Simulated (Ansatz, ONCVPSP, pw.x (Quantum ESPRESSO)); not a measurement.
**pw.x on fcc Ru: one setting changed**

Potential: optimised norm-conserving Vanderbilt (ONCV), ONCVPSP 4.0.1.1 (patched build), PBE; core [Ar] 3d10, reference 4s2 4p6 4d6 5s2; waves: 4s+5s: rc 1.40 bohr, ncon 4, nbas 7, qcut 9.9 1/bohr, 2 projectors; 4p: rc 1.90 bohr, ncon 5, nbas 9, qcut 5.8 1/bohr, 2 projectors, debl 0.7 Ha; 4d: rc 1.70 bohr, ncon 4, nbas 9, qcut 10.5 1/bohr, 2 projectors, debl 1.7 Ha; local part: polynomial inside 1.00 bohr (lpopt 5, dvloc0 1 Ha); core correction: Teter function, fcfact 3.5, rcfact 1.15. In the p channel the program set the typed energies aside and used -1.823, 0.250 Ha.

The reference run (k-mesh 15³, cutoffs 90/360 Ry, Fermi–Dirac 0.01 Ry, mixing_beta 0.4, conv_thr 1e-9, no spin) gives 1.10 GPa at 13.814 Å³/atom, where all-electron LAPW gives 0.83 GPa. This run, with its own iteration cap, changes nbnd to 7, a wrong or extreme entry chosen on purpose.

```
&control
  calculation='scf', prefix='x', pseudo_dir='./', outdir='./tmp', tstress=.true., disk_io='none'
/
&system
  ibrav=0, nat=1, ntyp=1, ecutwfc=90, ecutrho=360, nbnd=7,
  occupations='smearing', smearing='fd', degauss=0.01
/
&electrons
  conv_thr=1e-09, mixing_beta=0.4, electron_maxstep=70
/
ATOMIC_SPECIES
Ru 1.0 Ru.UPF
CELL_PARAMETERS angstrom
  0.00000000 1.90442183 1.90442183
  1.90442183 0.00000000 1.90442183
  1.90442183 1.90442183 0.00000000
ATOMIC_POSITIONS crystal
Ru 0.0000 0.0000 0.0000
K_POINTS automatic
15 15 15 0 0 0
```

```bash
pw.x < Ru.scf.in > Ru.scf.out
```

How does the run end?

It stops with "setup: too few bands". There must be at least as many bands as half the electrons, and more with smearing.

```
Error in routine setup (1):
     too few bands
```

The run took about 0.1 s on one core of a shared host (Neoverse-N1, 64 threads, 124 GiB, load 60).
